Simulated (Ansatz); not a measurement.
# Al: the cost of one run

Method: DFT PBE+D3(BJ), scalar-relativistic, plane waves, PAW, in Ansatz 0.2.0.

41 further runs of the same task are left out: 41 set aside as unsound or not needed. Runs told in other sessions of the task aren't counted.

### 1 The system as given

It takes space group P6_3/mmc (No. 194, hexagonal). The conventional cell has a = 2.814 Å, b = 2.814 Å, c = 9.241 Å, α = 90.00°, β = 90.00°, γ = 120.00°. Al (site symmetry -3m) has 12 Al at 2.81 to 2.82 Å in its first shell of neighbours. Al (site symmetry -6m2) is surrounded by 12 Al at 2.81 to 2.82 Å.

As a file:

```
CELL_PARAMETERS angstrom
2.81442 0.00000 0.00000
-1.40721 2.43736 0.00000
0.00000 0.00000 9.24105
ATOMIC_POSITIONS crystal
Al 0.00000 0.00000 0.00000
Al 0.33333 0.66667 0.25000
Al 0.00000 0.00000 0.50000
Al 0.66667 0.33333 0.75000
```

It goes back to an entry of the Materials Project, which need not be the stable form.

This cell was relaxed beforehand with the same method: volume 15.85 Å³/atom, gap on the mesh none (metal).

### 2 Plan of the line

The energy is mapped over volume and the cell's shape.

The axes are (1) volume per atom: 9 values from 14.580 to 17.116 Å³; (2) c/a of the conventional cell: 9 values from 3.030 to 3.558.

Nothing else is relaxed (symmetry fixes all fractional coordinates). Energies count from the relaxed crystal. Points are written as (first, second).

### 3 Point (17.116 Å³, 3.030)

input.yaml

```yaml
crystal:
  lattice:
    - [2.965781258, 0.0, 0.0]
    - [-1.482890629, 2.5684419115, 0.0]
    - [0.0, 0.0, 8.9878001024]
  atoms:
    - { symbol: Al, position: [0.0, 0.0, 0.0] }
    - { symbol: Al, position: [0.3333333333, 0.6666666667, 0.25] }
    - { symbol: Al, position: [0.0, 0.0, 0.5] }
    - { symbol: Al, position: [0.6666666667, 0.3333333333, 0.75] }
basis:
  ecutwfc: 420
kpoints:
  mp_grid: { grid: [18, 18, 6] }
hamiltonian:
  xc: pbe
  pseudopotentials: { kind: paw, azcp: { folder: soft_1 } }
  dispersion: d3bj
scf:
  occupations: { method: gaussian, width: 0.15 }
output:
  forces: true
  stress: true
  eigenvalues: true
  write_density: true
  write_potential: true
  elf: true
  volumetric_format: npy
```

The run is started by

```
> ansatz run input.yaml --threads 2 --pin off --max-ram 4096MiB --backend cpu --events-out ev --progress --plain --runs-dir out
```

Q: Estimate wall time and peak memory on 2 threads of Arm Neoverse V1, shared host.

About 6 s, with a peak of 0.41 GiB.
